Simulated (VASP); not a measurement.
Input of a VASP 6.6.1 run:

INCAR

```
PREC = Accurate
ENCUT = 520
EDIFF = 1E-7
ISMEAR = 0
SIGMA = 0.1
LREAL = False
LASPH = True
NELM = 100
ALGO = Fast
ISIF = 2
LWAVE = False
LCHARG = False
GGA = PS
NBANDS = 18
```

Contents of KPOINTS:

```
regular mesh
0
Gamma
  16 16 8
```

Contents of POSCAR:

```
Au
1.0
    1.3058427713     -2.4689035055     -0.1260330575
    1.3058427713      2.4689035055      0.1260330575
    0.0000000000      0.2412821935      5.0674153798
Au
2
Direct
    0.6476551170      0.3523448830      0.2412373293
    0.3523448830      0.6476551170      0.7587626707
```

Potentials or basis: VASP PAW PBE potentials, release 64 (Au).

Command:

```console
$ cat potpaw_PBE.64/Au/POTCAR > POTCAR
$ mpirun -np 1 vasp_std > vasp.out
```

Problem. Predict the band gap on the k mesh.

Solution. None (metal or under the smearing width).

Problem. What does it give for the pressure?

Solution. 14.7 GPa.

Problem. What does it give for the largest force?

Solution. 0.762 eV/Å.

Forces in eV/Å, atoms in the order of the input:
```
Au   0.000 -0.201  0.735
Au   0.000  0.201 -0.735
```

Caveat: the PAW data sets were made with another functional, which shifts forces and pressure a little. Spin-orbit coupling is left out, which matters for the levels of Au.
